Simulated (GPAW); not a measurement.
I, 1 atom in the cell. Symmetry: Fmmm, No. 69, orthorhombic system. The conventional cell has a = 4.384 Å, b = 4.731 Å, c = 7.820 Å, α = 90.00°, β = 90.00°, γ = 90.00°. I (site symmetry mmm) is surrounded by 4 I at 3.23 Å. 

| Property | Result |
| --- | --- |
| Program | GPAW 26.7.0 |
| Task | band structure |
| Functional | LDA |
| Potentials or basis | the program's PAW data sets (release 1.2.1) made for this functional |
| Cutoff | 600 eV |
| Basis | pw |
| k mesh | 4 × 4 × 4 |
| Occupations | fermi-dirac, width 0.05 eV |
| Spin | non-collinear spin, zero start, spin-orbit coupling |
| Starting moments | [[0.0, 0.0, 0.0]] μB |
| Maxiter | 150 |
| Band path | GYCDXGZD1HC,C1Z,XH1,HY,LG |
| Band points | 80 |

Potentials or basis: the program's PAW data sets (release 1.2.1) made for this functional, pw.

Launch:

```bash
$ OMP_NUM_THREADS=1 python run.py
```

Hardware: 1 thread of Arm Neoverse V1, with other jobs on the host.

Question: Estimate the wall time of this run.

Answer: Wall time 6.7 min on 1 thread of Arm Neoverse V1, with other jobs on the host, peak memory 0.56 GiB. Counts: scf iterations 14, plane waves 1374, bands 36, k points 64.
